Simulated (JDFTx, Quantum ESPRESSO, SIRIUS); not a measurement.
# Rh: programs and potentials compared

```xyz
1
Lattice="0.0000 1.8979 1.8979 1.8979 0.0000 1.8979 1.8979 1.8979 0.0000" Properties=species:S:1:pos:R:3 pbc="T T T"
Rh    0.0000    0.0000    0.0000
```

Alike in all runs: task single point; functional PBE; k mesh 12 × 12 × 12; occupations fermi-dirac, width 0.05 eV; no spin polarisation; no spin-orbit coupling. Pressure is positive in compression and, in plane waves, holds the error of the finite cutoff.

```csv
program and potentials,plane-wave cutoff (eV),notes,band gap (eV),pressure (GPa)
"SIRIUS, in-house norm-conserving set, PBE (scalar relativistic)",1202,-,no gap,7.23
"SIRIUS, PseudoDojo 0.4 PBE stringent (scalar relativistic)",1202,-,no gap,7.56
"SIRIUS, SSSP 1.3.0 PBE efficiency",828,-,no gap,6.84
"SIRIUS, SPMS 1.0 PBE (norm-conserving)",1202,-,no gap,7.73
"JDFTx, PseudoDojo-SR-PBE-0.4.1-standard with smoothed tails",1197,-,no gap,7.55
"Quantum ESPRESSO, SSSP 1.3 efficiency PBE",816,-,no gap,6.83
```

None finds a gap. The pressure spans 6.83 (Quantum ESPRESSO, SSSP 1.3 efficiency PBE) to 7.73 GPa (SIRIUS, SPMS 1.0 PBE (norm-conserving)).

Differences between rows come from potentials, basis sets and numerical settings, since the functional is the same but for its coding. Runs on potential files found faulty are left out.
